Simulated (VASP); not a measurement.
Write the native input for VASP 6.6.1 that does the following.

```
Task                   : relaxation of shape and atoms at fixed volume
Functional             : PBEsol
Potentials or basis    : VASP PAW PBE potentials, release 64 (Hf_pv, S)
Cutoff                 : 600 eV
k mesh                 : 9 × 9 × 5
Occupations            : gaussian, width 0.03 eV
Spin                   : no spin polarisation
Further INCAR settings : ALGO = Normal; EDIFF = 1e-07; IBRION = 2; EDIFFG = -0.01; NSW = 40; ISIF = 4
```

The structure of HfS2 lies in POSCAR:

```
HfS2                                    
1.0
    3.6580976491      0.0000000000     -0.0000000000
   -1.8290488246      3.1680054937      0.0000000000
   -0.0000000000      0.0000000000      6.0685767521
  Hf              S             
     1     2
Direct
     0.0000000000000000    0.0000000000000000    0.0000000000000000
     0.6666666699999979    0.3333333300000021    0.7568603979197360
     0.3333333300000021    0.6666666699999979    0.2431396020802639
```

The cell is a database's computed one.

The cell isn't the ideal one: a relaxed cell with its volume scaled by 1.06.

These files were run (other wordings do the same):

INCAR

```
PREC     = Accurate       # precision mode
ENCUT    = 600            # plane-wave cutoff, eV
EDIFF    = 1E-7           # SCF threshold, eV
ISMEAR   = 0              # smearing method
SIGMA    = 0.03           # smearing width, eV
LREAL    = False          # projectors in reciprocal space
LASPH    = True           # aspherical terms in the spheres
NELM     = 80             # most SCF steps
ALGO     = Normal         # electronic algorithm
ISIF     = 4              # what is computed and relaxed
LWAVE    = False          # write WAVECAR
LCHARG   = False          # write CHGCAR
GGA      = PS             # functional
IBRION   = 2              # ionic algorithm
NSW      = 40             # ionic steps
EDIFFG   = -0.01          # ionic threshold
```

KPOINTS

```
regular mesh
0
Gamma
  9 9 5
```

Potentials or basis: VASP PAW PBE potentials, release 64 (Hf_pv, S).

Launch:

```sh
$ cat potpaw_PBE.64/Hf_pv/POTCAR potpaw_PBE.64/S/POTCAR > POTCAR
$ mpirun -np 1 vasp_std > vasp.out
```

It gave:

```
Energy gained by relaxing    : 20.4 meV/atom
Ionic steps                  : 6
Pressure after relaxing      : -0.5 GPa
Largest force after relaxing : 0.009 eV/Å
Band gap on the k mesh       : 1.04 eV, indirect (least direct gap 1.95 eV)
```

Caveat: the PAW data sets were made with another functional, which shifts forces and pressure a little; spin-orbit coupling is left out, which moves the levels of the heavy elements; an odd mesh through Γ misses points on the zone boundary, where band edges often lie; this functional lacks dispersion, which binds the layers, so the pressure and a relaxed spacing across them are unreliable.

Run time: 100 s on 1 thread of Intel(R) Xeon(R) 6975P-C (Granite Rapids), on a shared host, peak memory 0.24 GiB.
